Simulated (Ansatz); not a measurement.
`C=CCCCC` + `C=N` → `C=NCC` + `C=CCC`  (substitution at a C–C bond)

Computed with Ansatz on PBE0-D4/def2-TZVP structures; ΔE is electronic, products minus reactants. CBS: MP2 limit from def2 TZ/QZ plus the TZ coupled-cluster correction, frozen cores. This one scheme is used for every species. DFT in def2-TZVPP. One conformer a species, not always the lowest.

```csv
level,ΔE (kcal/mol)
ωB97X-V,1.3
SCS-MP2/def2-TZVPP,1.4
CCSD/def2-TZVPP,1.8
HF/def2-QZVPP,-0.8
```

Task: What does CCSD(T)/CBS give? (Estimate.)

Result: The calculation gave: +2.0 kcal/mol. The listed levels differ from it by -0.7, -0.6, -0.2, -2.8 kcal/mol.

Largest T1 diagnostic among the species: 0.012.

From PBE to PBE0 (25 % exact exchange), in def2-TZVPP and without D4, ΔE moves by +0.8 kcal/mol. The D4 term adds +1.8 kcal/mol with B3LYP and +1.1 kcal/mol with PBE0; it sums over pairs of atoms, weighted by their polarisabilities, and B3LYP, whose exchange is more repulsive, gets the larger term. In def2-TZVPP, CCSD(T) changes the Hartree–Fock value by +2.7 kcal/mol (the triples alone add +0.1 kcal/mol) and MP2 by +2.7 kcal/mol.

B3LYP here is the variant with VWN-RPA as its local correlation; programs differ in this.

CCSD(T)/CBS has its own doubt, a few kJ/mol and more with outer-core shells, so smaller differences from it don't rank the levels.
